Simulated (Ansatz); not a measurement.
**MgH2 under changes of volume**

One of the cells (9.000 Å³/atom); the others are scaled copies at fixed shape and fractional positions:

```
Mg H
1.0
     0.00000    2.38107    2.38107
     2.38107    0.00000    2.38107
     2.38107    2.38107    0.00000
Mg H
1 2
Direct
  0.00000 0.00000 0.00000
  0.25000 0.25000 0.25000
  0.75000 0.75000 0.75000
```

Measurements of this composition are mostly on another form, of space group No. 136.

| Property | Result |
| --- | --- |
| Program | Ansatz 0.2.0 |
| Functional | PBE |
| Potentials or basis | Ansatz PAW |
| Cutoff | 420 eV (not typed: the program's choice for these potentials) |
| k mesh | 10 × 10 × 10 |
| Occupations | fermi-dirac, width 0.05 eV |
| Spin | no spin polarisation |

| volume (Å³/atom) | energy over the lowest point (meV/atom) | pressure (GPa) |
| --- | --- | --- |
| 8.460 | 6.18 | 3.9 |
| 8.640 | 2.59 | 2.5 |
| 8.820 | 0.57 | 1.1 |
| 9.000 | 0.00 | -0.1 |
| 9.180 | 0.77 | -1.2 |
| 9.360 | 2.74 | -2.3 |
| 9.540 | ? | ? |

Q: What does the run at 9.540 Å³/atom give?

A: Energy over the lowest point 5.84 meV/atom; pressure -3.2 GPa.

Worked out: A Birch-Murnaghan fit of order 3 (a polynomial in V^(-2/3)) to the other rows has its minimum at 8.98 Å³/atom with B0 = V·E''(V) = 59 GPa and B' = 3.3. It gives 5.84 meV/atom at 9.540 Å³/atom, against the run's 5.84, and -dE/dV = -3.2 GPa, against -3.2.

Energies are extrapolated to zero smearing.
